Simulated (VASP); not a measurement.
The system is BaTiO3.

```xyz
5
Lattice="3.9998 0.0000 0.0000 0.0000 3.9998 0.0000 0.0000 0.0000 4.0180" Properties=species:S:1:pos:R:3 pbc="T T T"
Ba    0.0000    0.0000    0.0000
Ti    1.9999    1.9999    1.9688
O     0.0000    1.9999    2.0773
O     1.9999    0.0000    2.0773
O     1.9999    1.9999    0.0763
```

```yaml
Program: VASP 6.6.1
Task: relaxation of cell and atoms
Functional: PBE
Dispersion: TS
Potentials_or_basis: VASP PAW PBE potentials, release 64 (Ba_sv, Ti_sv, O)
Cutoff: 600 eV
k_mesh: 7 × 7 × 7
Occupations: fermi-dirac, width 0.05 eV
Spin: no spin polarisation
```

At the start: pressure -4.1 GPa; volume 12.86 Å³/atom.

Task: How do energy, volume and symmetry change on relaxing?

Result: Over 24 steps the energy falls by 5.1 meV/atom and the volume is 12.54 Å³/atom (-2.4 %); space group P4mm (No. 99, to 0.05 Å).

The path:
| step | energy change (eV) | largest force (eV/Å) | pressure (GPa) | volume (Å³) |
| --- | --- | --- | --- | --- |
| 1 | 0.0000 | 0.2834 | -4.11 | 64.28 |
| 2 | -0.0077 | 0.2293 | 4.04 | 61.26 |
| 3 | -0.0248 | 0.0751 | 0.15 | 62.59 |
| 4 | -0.0247 | 0.0751 | 0.09 | 62.62 |
| 5 | -0.0259 | 0.0460 | 0.02 | 62.64 |
| 6 | -0.0259 | 0.0613 | -0.01 | 62.67 |
| 7 | -0.0261 | 0.0444 | -0.01 | 62.66 |
| 8 | -0.0260 | 0.0196 | 0.06 | 62.66 |
| 9 | -0.0259 | 0.0132 | 0.08 | 62.65 |
| 10 | -0.0258 | 0.0099 | 0.01 | 62.72 |
| 11 | -0.0258 | 0.0086 | -0.09 | 62.75 |
| 12 | -0.0258 | 0.0080 | -0.10 | 62.73 |
| 13 | -0.0258 | 0.0090 | -0.07 | 62.72 |
| 14 | -0.0259 | 0.0094 | -0.09 | 62.72 |
| 15 | -0.0259 | 0.0092 | -0.08 | 62.72 |
| 16 | -0.0258 | 0.0042 | 0.10 | 62.66 |
| 17 | -0.0259 | 0.0051 | 0.06 | 62.68 |
| 18 | -0.0259 | 0.0062 | 0.03 | 62.69 |
| 19 | -0.0258 | 0.0062 | 0.02 | 62.69 |
| 20 | -0.0257 | 0.0150 | 0.00 | 62.71 |
| 21 | -0.0258 | 0.0137 | 0.00 | 62.71 |
| 22 | -0.0257 | 0.0105 | 0.02 | 62.71 |
| 23 | -0.0255 | 0.0050 | 0.02 | 62.73 |
| 24 | -0.0256 | 0.0040 | 0.00 | 62.72 |

Final structure:
```
Ba Ti O
1.0
     3.95428    0.00000    0.00000
     0.00000    3.95428    0.00000
     0.00000    0.00000    4.01138
Ba Ti O
1 1 3
Direct
  0.00000 0.00000 0.00209
  0.50000 0.50000 0.48765
  0.00000 0.50000 0.51539
  0.50000 0.00000 0.51539
  0.50000 0.50000 0.02249
```
